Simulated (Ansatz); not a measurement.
**Electric field gradients in HfSiO4 under strain**

The cell is a COD entry, relaxed with PBE at fixed cell and then changed (z stretched by 2 %, ions relaxed).

```
Hf Si O
1.0
    -3.28625    3.28625    3.04123
     3.28625   -3.28625    3.04123
     3.28625    3.28625   -3.04123
Hf Si O
2 2 8
Direct
  0.75000 0.25000 0.50000
  0.00000 0.00000 0.00000
  0.25000 0.75000 0.50000
  0.50000 0.50000 0.00000
  0.13482 0.31981 0.81502
  0.06981 0.75479 0.68498
  0.50479 0.31981 0.18498
  0.06981 0.38482 0.31502
  0.61518 0.93019 0.68498
  0.68019 0.86518 0.18498
  0.24521 0.93019 0.31502
  0.68019 0.49521 0.81502
```

Atom numbers follow the list; atoms alike are taken as one site, whose name carries the number of the first.

Computed with Ansatz: DFT, PBE, plane waves and PAW, scalar-relativistic, 420 eV cutoff, Γ-centred 7×7×7 k-points, Fermi–Dirac smearing 0.02 eV.

Conventions: |V_zz| ≥ |V_yy| ≥ |V_xx|, η = (V_xx − V_yy)/V_zz, C_Q = eQV_zz/h. Directions are in the Cartesian axes of the cell vectors above, for the atom listed; none is given where the gradient is under 0.02 or η is above 0.95.

| site | first atom | first shell | V_zz (10²¹ V/m²) | η | direction of V_zz (x, y, z) |
| --- | --- | --- | --- | --- | --- |
| Hf | 1 | 8 O at 2.11–2.29 Å | 17.51 | 0.00 | 0.00 0.00 1.00 |
| Si | 3 | 4 O at 1.64 Å | -2.28 | 0.00 | 0.00 0.00 1.00 |
| O | 5 | 1 Si at 1.64 Å, 2 Hf at 2.11–2.29 Å | 5.18 | 0.78 | 0.00 0.69 0.72 |

An axis of threefold or higher order runs through Hf and Si, so V_zz lies along it and η is zero.

Without spin–orbit coupling the gradients at and beside Hf can be off by some per cent, at some sites by more.

The relaxation (3 steps) took 16 s of wall time (56 s of CPU time) and 0.76 GiB at its peak, on 4 threads of Intel Xeon Platinum 8488C (Sapphire Rapids) (x86_64; 16 cores open to the job, memory cap 8.0 GiB, no GPU), a shared host with a load of 0.5 a core.
